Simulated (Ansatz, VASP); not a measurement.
## One calculation of Al2O3, two programs

```
Al O
1.0
     2.33298    1.34695    4.22809
    -2.33298    1.34695    4.22809
     0.00000   -2.69389    4.22809
Al O
4 6
Direct
  0.35202 0.35202 0.35202
  0.14798 0.14798 0.14798
  0.64798 0.64798 0.64798
  0.85202 0.85202 0.85202
  0.55696 0.94304 0.25000
  0.25000 0.55696 0.94304
  0.94304 0.25000 0.55696
  0.44304 0.05696 0.75000
  0.75000 0.44304 0.05696
  0.05696 0.75000 0.44304
```

Alike in both runs: functional PBE; k mesh 6 × 6 × 6; occupations gaussian, width 0.02 eV; no spin polarisation.

Ansatz relaxed the structure, and its values are those at the end. VASP's run is a single point on that final structure, the one shown.

|  | VASP | Ansatz |
| --- | --- | --- |
| version | VASP 6.6.1 | Ansatz 0.2.0 |
| potentials or method | VASP PAW PBE potentials, release 64 (Al, O) | scalar-relativistic, plane waves, PAW |
| plane-wave cutoff (eV) | 520 | 420 |
| valence electrons in the cell | 48 | 48 |

```tsv
	VASP	Ansatz	Ansatz less VASP
gap on the k mesh at the Fermi level (eV)	7.01	7.01	-0.004
least direct gap on the mesh (eV)	7.01	7.01	-0.004
pressure (GPa)	26.2	26.2	+0.04
rms of the force components (eV/Å)	0.004	0.004	+0.0005
```

The functional is the same, so the differences come from potentials, cutoffs and numerics.

Caveats: so large a pressure means that the cell lies far from this level's equilibrium, or that cutoff or potentials fall short (VASP). A hybrid or GW would open this gap; PBE tends to underestimate it. A k mesh can miss the band edges.
